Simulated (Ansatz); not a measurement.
# GaN (Fm-3m) in Ansatz: band structure with r2SCAN

Aim: the band structure of GaN with r2SCAN.

Program: Ansatz 0.2.0. These are calculated values, not measurements. Logs are shortened: lines on timing, memory, paths and dates and some standing lists are left out, and cuts for length are marked.

## Step 1: The structure

The structure is cubic, space group Fm-3m (No. 225). The conventional cell has a = 4.270 Å, b = 4.270 Å, c = 4.270 Å, α = 90.00°, β = 90.00°, γ = 90.00°. Ga (site symmetry m-3m) is surrounded by 6 N at 2.14 Å. N (site symmetry m-3m) is surrounded by 6 Ga at 2.14 Å.

Measurements of this composition are mostly on another form, of space group No. 186.

## Step 2: Band structure, r2SCAN, spin-orbit coupling, no magnetisation

input.yaml reads:

```yaml
crystal:
  lattice:
    - [0.0, 2.135235, 2.135235]
    - [2.135235, 0.0, 2.135235]
    - [2.135235, 2.135235, 0.0]
  atoms:
    - { symbol: Ga, position: [0.0, 0.0, 0.0] }
    - { symbol: "N", position: [0.5, 0.5, 0.5] }
hamiltonian:
  xc: r2scan
  pseudopotentials: { kind: paw_fr }
magnetization:
  noncollinear: true
  spin_orbit: true
kpoints:
  mp_grid: { grid: [8, 8, 8] }
  band_path:
    path:
      - [[0.0, 0.0, 0.0], [0.5, 0.0, 0.5], [0.5, 0.25, 0.75], [0.375, 0.375, 0.75], [0.0, 0.0, 0.0], [0.5, 0.5, 0.5], [0.625, 0.25, 0.625], [0.5, 0.25, 0.75], [0.5, 0.5, 0.5], [0.375, 0.375, 0.75]]
      - [[0.625, 0.25, 0.625], [0.5, 0.0, 0.5]]
    npoints: 14
scf:
  occupations: { method: fermi_dirac, width: 0.05 }
  n_extra_bands: 6
output:
  forces: true
  stress: true
  eigenvalues: true
  fatbands: true
  write_density: true
  write_potential: true
  elf: true
  volumetric_format: npy
```

Potentials or basis: Ansatz PAW.

The run is started by

```bash
ansatz run input.yaml --threads 2 --pin off --max-ram 5632MiB --backend cpu --events-out ev --progress --plain --runs-dir out
```

What it wrote:

```text
Warning: RAYON_NUM_THREADS=2 ignored (pool sized by the plan → 2); use --threads N
scf.n_extra_bands = 6 over 18 filled bands (N_el = 18.0): the run solves 24 bands
Engine: ansatz 0.2.0, aarch64-unknown-linux-gnu
Pseudopotentials: kind: paw_fr
Pseudopotential: Ga, paw_fr, valence charge 13, recommended cutoff 500 eV (meta_gga), Ga.paw.azcp#standard-fr
Pseudopotential: N, paw_fr, valence charge 5, recommended cutoff 500 eV (meta_gga), N.paw.azcp#standard-fr
Functional definition: r2SCAN
  parameter k0 = 0.174
  parameter k1 = 0.065
  parameter a1 = 4.9479
  exchange = r2scan_x(k0 = k0, k1 = k1, a1 = a1)
  correlation = r2scan_c
non-collinear run that drives no moment, with spin-orbit: no starting moment large enough to seed its density (crystal.atoms[].spin), no starting occupations that ask for one, no magnetisation constraint and no magnetic field, so the semilocal B_xc is pinned to zero
Crystal: 2 atoms, lattice volume = 19.470 Å³
Basis set: ecut = 500 eV, 531 PW (Γ), exchange–correlation on 96×96×96 points (64 copies of the dense FFT grid, shifted against one another)
Bands: 24, of which v1, the nominal top of the filled ones, is band 18 counted from 1 (17 counted from 0)
Symmetry: 48 space group operations + 48 with time reversal
Magnetic group: BNS 225.117 (UNI 1619), of the structure as read, at distance tolerance 2.7e-5 Å
k-points: 29 of 512
Projection manifold: j_resolved (fully-relativistic pseudo-atomic orbitals)
Non-local potential: Ga, projectors of the file, l = 0: 2, l = 1: 4, l = 2: 6, l = 3: 2
Non-local potential: N, projectors of the file, l = 0: 2, l = 1: 4, l = 2: 2
PAW form: soft (Blöchl's): semilocal exchange-correlation on the pseudo side does not see the compensation charge
PAW frozen core: Ga, regenerated for the run's functional (the file was generated under x = pbe(κ = 0.804, μ = 0.2195149727645171), c = pbe(β = 0.06672455060314922))
PAW frozen core: N, regenerated for the run's functional (the file was generated under x = pbe(κ = 0.804, μ = 0.2195149727645171), c = pbe(β = 0.06672455060314922))
PAW one-centre angular grid: Ga, 590 points (default); XC on 224 Gauss nodes
PAW one-centre angular grid: N, 302 points (default); XC on 160 Gauss nodes
Initial density: superposition of atomic densities (chi_scale 0.1, normalization cell, long waves kept (reshape's long-wave potential 0.00 eV rms))
Initial wavefunctions: pseudopotential atomic-orbital guess
Functional: x = r2scan, c = r2scan; τ floored in thin density (d = 2e-4 eV/Å³)
SCF iter   1: F=—  HF=-4173.102918 eV  |F-HF|=—  |Δ(HF+E_count)|=         —  Δρ=1.12e-1  dr2=1.75e0  dr2_τ=5.80e-2  dr2_m=0.00e0 (ungated)  ethr=3.10e-3  |M|=0.00e0 ∫|m|=0.00e0 μB  |m|>n=0.0e0 m-floor=0.0e0 τ_xc=0.0e0  β_m=0.30  ⟨swp⟩=6.5  Hψ=1849  notcnv=0
preconditioner: auto → none  [insulator: Δε(μ)=1.915 eV  Ē_g=19.239 eV  σ=0.050 eV  W_gap=1.00  n_scr=8 (ndim 8)  ℏωp=35.7 eV  f_vac=0.000  D(μ)=0.00/eV (n_scr^D=0)  ε∞_Penn≈4.4]
SCF iter   2: F=—  HF=-4172.901013 eV  |F-HF|=—  |Δ(HF+E_count)|=   2.02e-1  Δρ=6.21e-2  dr2=3.17e-1  dr2_τ=6.01e-3  dr2_m=0.00e0 (ungated)  ethr=3.10e-3  |M|=0.00e0 ∫|m|=0.00e0 μB  |m|>n=0.0e0 m-floor=0.0e0 τ_xc=0.0e0  β_m=0.40  ⟨swp⟩=2.1  Hψ=716  notcnv=0  defer=56
SCF iter   3: F=—  HF=-4172.918171 eV  |F-HF|=—  |Δ(HF+E_count)|=   1.72e-2  Δρ=2.59e-2  dr2=4.73e-2  dr2_τ=9.01e-4  dr2_m=0.00e0 (ungated)  ethr=1.76e-3  |M|=0.00e0 ∫|m|=0.00e0 μB  |m|>n=0.0e0 m-floor=0.0e0 τ_xc=0.0e0  β_m=0.55  ⟨swp⟩=2.9  Hψ=596  notcnv=0  defer=56
SCF iter   4: F=—  HF=-4172.922939 eV  |F-HF|=—  |Δ(HF+E_count)|=   4.77e-3  Δρ=4.37e-3  dr2=2.55e-3  dr2_τ=5.21e-5  dr2_m=0.00e0 (ungated)  ethr=2.63e-4  |M|=0.00e0 ∫|m|=0.00e0 μB  |m|>n=0.0e0 m-floor=0.0e0 τ_xc=0.0e0  β_m=0.50  ⟨swp⟩=2.7  Hψ=578  notcnv=0  defer=56
SCF iter   5: F=—  HF=-4172.922121 eV  |F-HF|=—  |Δ(HF+E_count)|=   8.18e-4  Δρ=7.59e-4  dr2=8.23e-5  dr2_τ=2.50e-6  dr2_m=0.00e0 (ungated)  ethr=1.41e-5  |M|=0.00e0 ∫|m|=0.00e0 μB  |m|>n=0.0e0 m-floor=0.0e0 τ_xc=0.0e0  β_m=0.65  ⟨swp⟩=2.0  Hψ=600  notcnv=0  defer=56
SCF iter   6: F=—  HF=-4172.922113 eV  |F-HF|=—  |Δ(HF+E_count)|=   8.49e-6  Δρ=1.34e-4  dr2=1.36e-6  dr2_τ=4.16e-8  dr2_m=0.00e0 (ungated)  ethr=4.57e-7  |M|=0.00e0 ∫|m|=0.00e0 μB  |m|>n=0.0e0 m-floor=0.0e0 τ_xc=0.0e0  β_m=0.81  ⟨swp⟩=2.0  Hψ=440  notcnv=0  defer=56
SCF iter   7: F=-4172.922114 eV  HF=-4172.922114 eV  |F-HF|=1.94e-8  |Δ(HF+E_count)|=   1.65e-6  Δρ=1.78e-5  dr2=3.98e-8  dr2_τ=5.40e-10  dr2_m=0.00e0 (ungated)  ethr=5.56e-10  |M|=0.00e0 ∫|m|=0.00e0 μB  |m|>n=0.0e0 m-floor=0.0e0 τ_xc=0.0e0  ⟨swp⟩=13.2  Hψ=2784  notcnv=0
SCF 1 converged in 7 iterations: F = -4172.922114 eV  dr2 = 3.98e-8
  Residual-converged pass: ⟨swp⟩=4.1  Hψ=1015  notcnv=0  max |occ|·‖R‖ = 7.0e-9 eV (tolerance 1.0e-8 eV)  dr2=3.98e-8  dr2_τ=5.40e-10  dr2_m=0.00e0 (ungated)  dr2_onsite=1.21e-9  max |Δocc| = 3.3e-13
NSCF: frozen V_eff on 142 k-points
SCF converged after 7 iterations
Magnetization: |M| = 0.0000 μB,  M = (+0.0000, +0.0000, +0.0000) μB
Absolute magnetization: 0.0000 μB (∫|m|)
  site 0: m = (+0.0000, +0.0000, +0.0000) μB, |m| = 0.0000 μB  (R = 0.88 Å)
  site 1: m = (+0.0000, +0.0000, +0.0000) μB, |m| = 0.0000 μB  (R = 0.88 Å)
Free energy (F): -4172.922114 eV
Harris-Foulkes:  -4172.922114 eV  (|F-HF|=1.94e-8)
Internal energy: -4172.922111 eV  (E = F + TS)
E sigma→0 (E₀):  -4172.922113 eV
Entropy (-TS):   -0.000003 eV (-0.002 meV/atom)
Fermi energy:    12.905942 eV
--- Per-component energies (eV) ---
  E_band       = 27.707673
  E_kinetic    = 246.744327
  E_local      = -1696.081803  (includes V_loc(G=0)·N_el)
  E_nonlocal   = 479.450605
  E_hartree    = 796.005801
  E_xc         = -120.963692
  E_vxc        = -142.248643  (∫ρ·V_xc dr)
  E_paw        = -2138.971510  (= ΣΔE_a)
  E_vpaw       = -459.703508  (= ΣTr[D̂ρ^β])
  E_aug_tail   = -0.000024  (compensation charges beyond the density's cutoff)
  E_vtau       = 7.532907  (kinetic-family band-sum trace: ∫τ·v_τ [+ j·A + Jᵃ·Aᵃ] dr)
  E_ewald      = -1738.436881
  E_core_change = -0.668935  (= ΣΔE_core)
  E_smearing   = -0.000003  (= −TS)
  E_closure    = 0.000000  (closes the sum)
  Σ components = -4172.922114   (vs F -4172.922114, Δ=0.00e0)
--- Forces (eV/Å), atoms counted from 1 ---
  atom   1  Ga     0.00000000    -0.00000000    -0.00000000
  atom   2  N      0.00000000    -0.00000000    -0.00000000
  max |Σ_I F_I| component: 3.13e-29 eV/Å
--- Stress (GPa, compression-positive) ---
       -8.504898       0.000000      -0.000000
       -0.000000      -8.504898      -0.000000
        0.000000       0.000000      -8.504898
  P = ⅓ Tr σ = -8.5049 GPa (-85.049 kbar)
--- Band table (eV; the first three rows and the last of 29) ---
  k-point 0: bands = ["-5.3565", "-5.3565", "-2.3670", "-2.3670", "-2.3670", "-2.3670", "-1.9372", "-1.9372", "-1.8896", "-1.8896", "-1.8896", "-1.8896", "11.8884", "11.8884", "11.9382", "11.9382", "11.9382", "11.9382", "14.8089", "14.8089", "27.5607", "27.5607", "27.5607", "27.5607"]
  k-point 1: bands = ["-5.0629", "-5.0629", "-2.3754", "-2.3754", "-2.3641", "-2.3641", "-1.9311", "-1.9311", "-1.9143", "-1.9143", "-1.8860", "-1.8860", "10.2246", "10.2246", "11.9363", "11.9363", "11.9644", "11.9644", "16.1778", "16.1778", "24.7171", "24.7171", "26.3525", "26.3525"]
  k-point 2: bands = ["-4.2387", "-4.2387", "-2.4077", "-2.4077", "-2.3655", "-2.3655", "-1.9887", "-1.9887", "-1.8929", "-1.8929", "-1.8644", "-1.8644", "7.5948", "7.5948", "12.0305", "12.0305", "12.0464", "12.0464", "17.6039", "17.6039", "22.6487", "22.6487", "24.1308", "24.1308"]
  k-point 28: bands = ["-3.6260", "-3.6260", "-2.3824", "-2.3824", "-2.0868", "-2.0868", "-1.9332", "-1.9332", "-1.7935", "-1.7935", "0.4609", "0.4609", "7.1264", "7.1264", "7.1708", "7.1708", "7.8956", "7.8956", "17.8350", "17.8350", "22.7821", "22.7821", "23.4348", "23.4348"]
```

fatbands.tsv:

```text
# ik	k_distance	band	e_minus_ef	ga0_l0_4S_j1half	ga0_l1_4P_j1half	ga0_l1_4P_j3half	ga0_l2_3D_j3half	ga0_l2_3D_j5half	n1_l0_2S_j1half	n1_l1_2P_j1half	n1_l1_2P_j3half
# fermi_ev = 12.905942
# lock_threshold_ev = 1e-12
# [0, 0, 0] at k_distance = 0.000000
# [0.5, 0, 0.5] at k_distance = 1.471310
# [0.5, 0.25, 0.75] at k_distance = 2.206965
# [0.375, 0.375, 0.75] at k_distance = 2.727152
# [0, 0, 0] at k_distance = 4.287712
# [0.5, 0.5, 0.5] at k_distance = 5.561903
# [0.625, 0.25, 0.625] at k_distance = 6.462893
# [0.5, 0.25, 0.75] at k_distance = 6.983080
# [0.5, 0.5, 0.5] at k_distance = 8.023453
# [0.375, 0.375, 0.75] at k_distance = 8.924443
# [0.625, 0.25, 0.625] at k_distance = 8.924443
# [0.5, 0, 0.5] at k_distance = 9.444629
# jumps = 127
# n_points = 142
0	0.000000	0	-18.262479	0.530255	0.000000	0.000000	0.000000	0.000000	0.462714	0.000000	0.000000
0	0.000000	1	-18.262479	0.530255	0.000000	0.000000	0.000000	0.000000	0.462714	0.000000	0.000000
0	0.000000	2	-15.272897	0.000000	0.000000	0.000000	0.994202	0.005616	0.000000	0.000000	0.000000
0	0.000000	3	-15.272897	0.000000	0.000000	0.000000	0.994202	0.005616	0.000000	0.000000	0.000000
0	0.000000	4	-15.272897	0.000000	0.000000	0.000000	0.994202	0.005616	0.000000	0.000000	0.000000
0	0.000000	5	-15.272897	0.000000	0.000000	0.000000	0.994202	0.005616	0.000000	0.000000	0.000000
[... 2050 lines left out ...]
85	6.500049	16	-2.621406	0.003571	0.060756	0.121569	0.005406	0.008922	0.000292	0.267510	0.528243
85	6.500049	17	-2.621406	0.003571	0.060756	0.121569	0.005406	0.008922	0.000292	0.267510	0.528243
```

It took 15 s on 2 threads of Arm Neoverse V2, shared host; peak memory 0.44 GiB.

What came out:

```yaml
Free_energy: -4172.9221 eV
Pressure: -8.5 GPa
Band_gap_on_the_k_mesh: 0.94 eV, indirect (least direct gap 2.87 eV)
Band_gap_along_the_path: 0.91 eV, indirect (least direct gap 2.87 eV)
```

Levels at the corners of the path, in eV from the valence-band top:
```csv
point,band 14,band 15,band 16,band 17,band 18,band 19,band 20,band 21,band 22,band 23
Γ,-0.52,-0.47,-0.47,-0.47,-0.47,2.40,2.40,15.15,15.15,15.15
X,-7.00,-3.03,-3.03,-2.98,-2.98,0.91,0.91,8.43,8.43,12.72
W,-5.28,-5.24,-5.24,-4.51,-4.51,5.43,5.43,10.38,10.38,11.03
K,-6.05,-5.64,-5.64,-2.09,-2.09,3.53,3.53,9.58,9.58,11.93
Γ,-0.52,-0.47,-0.47,-0.47,-0.47,2.40,2.40,15.15,15.15,15.15
L,-8.19,-0.19,-0.19,-0.19,-0.19,5.21,5.21,9.52,9.52,9.73
U,-6.05,-5.64,-5.64,-2.09,-2.09,3.53,3.53,9.58,9.58,11.93
W,-5.28,-5.24,-5.24,-4.51,-4.51,5.43,5.43,10.38,10.38,11.03
L,-8.19,-0.19,-0.19,-0.19,-0.19,5.21,5.21,9.52,9.52,9.73
K,-6.05,-5.64,-5.64,-2.09,-2.09,3.53,3.53,9.58,9.58,11.93
U,-6.05,-5.64,-5.64,-2.09,-2.09,3.53,3.53,9.58,9.58,11.93
X,-7.00,-3.03,-3.03,-2.98,-2.98,0.91,0.91,8.43,8.43,12.72
```

Caveat: the PAW data sets come from PBE, with cores solved anew for the run's functional, which leaves a small shift of forces and pressure.
